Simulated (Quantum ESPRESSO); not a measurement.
The system is Sb.

```xyz
1
Lattice="0.0000 2.3712 2.3712 2.3712 0.0000 2.3712 2.3712 2.3712 0.0000" Properties=species:S:1:pos:R:3 pbc="T T T"
Sb    0.0000    0.0000    0.0000
```

This isn't the form of Sb at room conditions, which is rhombohedral.

| Property | Result |
| --- | --- |
| Program | Quantum ESPRESSO 7.5 |
| Task | single point |
| Functional | PBEsol |
| Potentials or basis | GBRV 1.5 PBEsol |
| Cutoff | 612 eV |
| Density cutoff | 4898 eV |
| k mesh | 10 × 10 × 10 |
| Occupations | fermi-dirac, width 0.05 eV |
| Spin | no spin polarisation |

On this cell: pressure -1.3 GPa; band gap on the k mesh none (metal or under the smearing width).

The same run follows on a disturbed copy (cell strained at random at fixed volume):

```
Sb
1.0
    -0.01676    2.38071    2.40165
     2.36975    0.04435    2.34054
     2.40963    2.35947    0.00447
Sb
1
Cartesian
  0.0053 -0.0427 0.0125
```

**Question.** What does the disturbed cell give?

**Answer.** The energy (extrapolated to zero smearing) moves by -2.0 meV/atom; pressure -1.4 GPa; band gap on the k mesh none (metal or under the smearing width).

Stress tensor (GPa, compression positive):
```
-1.34  0.41  0.20
 0.41 -1.30  0.09
 0.20  0.09 -1.71
```

The energy falls, though the first cell shows no forces: that form is unstable against this distortion, unless noise or another electronic state is at work.
